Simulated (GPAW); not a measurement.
Write an ASE script for GPAW 26.7.0 that does the following.

- Task: equation of state
- Functional: SCAN
- Dispersion: D4
- Potentials or basis: GPAW PAW data sets (gpaw-data 1.2.1)
- Cutoff: 600 eV
- Basis: pw
- k mesh: 8 × 8 × 8
- Occupations: fermi-dirac, width 0.05 eV
- Spin: no spin polarisation
- Maxiter: 150
- Eos scales: [0.94, 0.96, 0.98, 1.0, 1.02, 1.04, 1.06]

The structure of Ge lies in Ge.cif:

```cif
data_Ge
_cell_length_a 5.65782000
_cell_length_b 5.65782000
_cell_length_c 5.65782000
_cell_angle_alpha 90.00000000
_cell_angle_beta 90.00000000
_cell_angle_gamma 90.00000000
_space_group_name_H-M_alt 'Fd-3m'
_space_group_name_Hall 'F 4d 2 3 -1d'
_space_group_IT_number 227
loop_
_space_group_symop_operation_xyz
'x,y,z'
'-y+1/4,x+1/4,z+1/4'
'-x,-y+1/2,z+1/2'
'y+3/4,-x+1/4,z+3/4'
'x,-y,-z'
'-y+1/4,-x+3/4,-z+3/4'
'-x,y+1/2,-z+1/2'
'y+3/4,x+3/4,-z+1/4'
'z,x,y'
'z+1/4,-y+1/4,x+1/4'
'z+1/2,-x,-y+1/2'
'z+3/4,y+3/4,-x+1/4'
'-z,x,-y'
'-z+3/4,-y+1/4,-x+3/4'
'-z+1/2,-x,y+1/2'
'-z+1/4,y+3/4,x+3/4'
'y,z,x'
'x+1/4,z+1/4,-y+1/4'
'-y+1/2,z+1/2,-x'
'-x+1/4,z+3/4,y+3/4'
'-y,-z,x'
'-x+3/4,-z+3/4,-y+1/4'
'y+1/2,-z+1/2,-x'
'x+3/4,-z+1/4,y+3/4'
'-x+1/4,-y+1/4,-z+1/4'
'y,-x,-z'
'x+1/4,y+3/4,-z+3/4'
'-y+1/2,x,-z+1/2'
'-x+1/4,y+1/4,z+1/4'
'y,x+1/2,z+1/2'
'x+1/4,-y+3/4,z+3/4'
'-y+1/2,-x+1/2,z'
'-z+1/4,-x+1/4,-y+1/4'
'-z,y,-x'
'-z+3/4,x+1/4,y+3/4'
'-z+1/2,-y+1/2,x'
'z+1/4,-x+1/4,y+1/4'
'z+1/2,y,x+1/2'
'z+3/4,x+1/4,-y+3/4'
'z,-y+1/2,-x+1/2'
'-y+1/4,-z+1/4,-x+1/4'
'-x,-z,y'
'y+3/4,-z+3/4,x+1/4'
'x,-z+1/2,-y+1/2'
'y+1/4,z+1/4,-x+1/4'
'x+1/2,z+1/2,y'
'-y+3/4,z+3/4,x+1/4'
'-x+1/2,z,-y+1/2'
'x,y+1/2,z+1/2'
'-y+1/4,x+3/4,z+3/4'
'-x,-y,z'
'y+3/4,-x+3/4,z+1/4'
'x,-y+1/2,-z+1/2'
'-y+1/4,-x+1/4,-z+1/4'
'-x,y,-z'
'y+3/4,x+1/4,-z+3/4'
'z,x+1/2,y+1/2'
'z+1/4,-y+3/4,x+3/4'
'z+1/2,-x+1/2,-y'
'z+3/4,y+1/4,-x+3/4'
'-z,x+1/2,-y+1/2'
'-z+3/4,-y+3/4,-x+1/4'
'-z+1/2,-x+1/2,y'
'-z+1/4,y+1/4,x+1/4'
'y,z+1/2,x+1/2'
'x+1/4,z+3/4,-y+3/4'
'-y+1/2,z,-x+1/2'
'-x+1/4,z+1/4,y+1/4'
'-y,-z+1/2,x+1/2'
'-x+3/4,-z+1/4,-y+3/4'
'y+1/2,-z,-x+1/2'
'x+3/4,-z+3/4,y+1/4'
'-x+1/4,-y+3/4,-z+3/4'
'y,-x+1/2,-z+1/2'
'x+1/4,y+1/4,-z+1/4'
'-y+1/2,x+1/2,-z'
'-x+1/4,y+3/4,z+3/4'
'y,x,z'
'x+1/4,-y+1/4,z+1/4'
'-y+1/2,-x,z+1/2'
'-z+1/4,-x+3/4,-y+3/4'
'-z,y+1/2,-x+1/2'
'-z+3/4,x+3/4,y+1/4'
'-z+1/2,-y,x+1/2'
'z+1/4,-x+3/4,y+3/4'
'z+1/2,y+1/2,x'
'z+3/4,x+3/4,-y+1/4'
'z,-y,-x'
'-y+1/4,-z+3/4,-x+3/4'
'-x,-z+1/2,y+1/2'
'y+3/4,-z+1/4,x+3/4'
'x,-z,-y'
'y+1/4,z+3/4,-x+3/4'
'x+1/2,z,y+1/2'
'-y+3/4,z+1/4,x+3/4'
'-x+1/2,z+1/2,-y'
'x+1/2,y,z+1/2'
'-y+3/4,x+1/4,z+3/4'
'-x+1/2,-y+1/2,z'
'y+1/4,-x+1/4,z+1/4'
'x+1/2,-y,-z+1/2'
'-y+3/4,-x+3/4,-z+1/4'
'-x+1/2,y+1/2,-z'
'y+1/4,x+3/4,-z+3/4'
'z+1/2,x,y+1/2'
'z+3/4,-y+1/4,x+3/4'
'z,-x,-y'
'z+1/4,y+3/4,-x+3/4'
'-z+1/2,x,-y+1/2'
'-z+1/4,-y+1/4,-x+1/4'
'-z,-x,y'
'-z+3/4,y+3/4,x+1/4'
'y+1/2,z,x+1/2'
'x+3/4,z+1/4,-y+3/4'
'-y,z+1/2,-x+1/2'
'-x+3/4,z+3/4,y+1/4'
'-y+1/2,-z,x+1/2'
'-x+1/4,-z+3/4,-y+3/4'
'y,-z+1/2,-x+1/2'
'x+1/4,-z+1/4,y+1/4'
'-x+3/4,-y+1/4,-z+3/4'
'y+1/2,-x,-z+1/2'
'x+3/4,y+3/4,-z+1/4'
'-y,x,-z'
'-x+3/4,y+1/4,z+3/4'
'y+1/2,x+1/2,z'
'x+3/4,-y+3/4,z+1/4'
'-y,-x+1/2,z+1/2'
'-z+3/4,-x+1/4,-y+3/4'
'-z+1/2,y,-x+1/2'
'-z+1/4,x+1/4,y+1/4'
'-z,-y+1/2,x+1/2'
'z+3/4,-x+1/4,y+3/4'
'z,y,x'
'z+1/4,x+1/4,-y+1/4'
'z+1/2,-y+1/2,-x'
'-y+3/4,-z+1/4,-x+3/4'
'-x+1/2,-z,y+1/2'
'y+1/4,-z+3/4,x+3/4'
'x+1/2,-z+1/2,-y'
'y+3/4,z+1/4,-x+3/4'
'x,z+1/2,y+1/2'
'-y+1/4,z+3/4,x+3/4'
'-x,z,-y'
'x+1/2,y+1/2,z'
'-y+3/4,x+3/4,z+1/4'
'-x+1/2,-y,z+1/2'
'y+1/4,-x+3/4,z+3/4'
'x+1/2,-y+1/2,-z'
'-y+3/4,-x+1/4,-z+3/4'
'-x+1/2,y,-z+1/2'
'y+1/4,x+1/4,-z+1/4'
'z+1/2,x+1/2,y'
'z+3/4,-y+3/4,x+1/4'
'z,-x+1/2,-y+1/2'
'z+1/4,y+1/4,-x+1/4'
'-z+1/2,x+1/2,-y'
'-z+1/4,-y+3/4,-x+3/4'
'-z,-x+1/2,y+1/2'
'-z+3/4,y+1/4,x+3/4'
'y+1/2,z+1/2,x'
'x+3/4,z+3/4,-y+1/4'
'-y,z,-x'
'-x+3/4,z+1/4,y+3/4'
'-y+1/2,-z+1/2,x'
'-x+1/4,-z+1/4,-y+1/4'
'y,-z,-x'
'x+1/4,-z+3/4,y+3/4'
'-x+3/4,-y+3/4,-z+1/4'
'y+1/2,-x+1/2,-z'
'x+3/4,y+1/4,-z+3/4'
'-y,x+1/2,-z+1/2'
'-x+3/4,y+3/4,z+1/4'
'y+1/2,x,z+1/2'
'x+3/4,-y+1/4,z+3/4'
'-y,-x,z'
'-z+3/4,-x+3/4,-y+1/4'
'-z+1/2,y+1/2,-x'
'-z+1/4,x+3/4,y+3/4'
'-z,-y,x'
'z+3/4,-x+3/4,y+1/4'
'z,y+1/2,x+1/2'
'z+1/4,x+3/4,-y+3/4'
'z+1/2,-y,-x+1/2'
'-y+3/4,-z+3/4,-x+1/4'
'-x+1/2,-z+1/2,y'
'y+1/4,-z+1/4,x+1/4'
'x+1/2,-z,-y+1/2'
'y+3/4,z+3/4,-x+1/4'
'x,z,y'
'-y+1/4,z+1/4,x+1/4'
'-x,z+1/2,-y+1/2'
loop_
_atom_site_label
_atom_site_type_symbol
_atom_site_symmetry_multiplicity
_atom_site_Wyckoff_symbol
_atom_site_fract_x
_atom_site_fract_y
_atom_site_fract_z
_atom_site_occupancy
Ge1 Ge 8 a 0.2500000000 0.2500000000 0.2500000000 1
```

These files were run (other wordings do the same):

run.py

```python
import spglib
from ase import Atoms
from ase.calculators.mixing import SumCalculator
from ase.eos import EquationOfState
from ase.io import Trajectory, read
from ase.units import GPa
from dftd4.ase import DFTD4
from gpaw import GPAW, PW

atoms = read('Ge.cif')
cell, positions, numbers = spglib.find_primitive(
    (atoms.cell[:], atoms.get_scaled_positions(), atoms.numbers), symprec=1e-4)
atoms = Atoms(numbers, cell=cell, scaled_positions=positions, pbc=True)

traj = Trajectory('eos.traj', 'w')
volumes, energies = [], []
for x in [0.94, 0.96, 0.98, 1.0, 1.02, 1.04, 1.06]:
    a = atoms.copy()
    a.set_cell(atoms.cell * x**(1 / 3), scale_atoms=True)
    calc = GPAW(mode=PW(600),
                xc='MGGA_X_SCAN+MGGA_C_SCAN',
                kpts={'size': (8, 8, 8), 'gamma': True},
                occupations={'name': 'fermi-dirac', 'width': 0.05},
                nbands=11,
                convergence={'density': 1e-05, 'energy': 1e-05},
                maxiter=150,
                txt=f'eos-{x:.2f}.txt')
    a.calc = SumCalculator([calc, DFTD4(method='scan')])
    energies.append(a.get_potential_energy())
    volumes.append(a.get_volume())
    p = -a.get_stress()[:3].mean() / GPa
    calc.write(f'eos-{x:.2f}.gpw')
    traj.write(a)
    print(f'{x:.2f} {volumes[-1]:10.4f} A^3 {energies[-1]:14.6f} eV {p:9.3f} GPa', flush=True)

v0, e0, B = EquationOfState(volumes, energies, eos='birchmurnaghan').fit()
print(f'V0 = {v0:.4f} A^3, E0 = {e0:.6f} eV, B0 = {B / GPa:.2f} GPa')
```

Potentials or basis: GPAW PAW data sets (gpaw-data 1.2.1), pw.

The run is started by

```sh
$ OMP_NUM_THREADS=1 python run.py
```

It gave:

```
Equilibrium volume : 22.59 Å³/atom (rough: see the caveat)
Bulk modulus       : 75 GPa (rough)
```

Caveat: the points scatter about the fit; the PAW data sets were made with another functional, which shifts forces and pressure a little.

It took 3.2 min on 1 thread of Arm Neoverse V2, with other jobs on the host, peak memory 0.42 GiB.
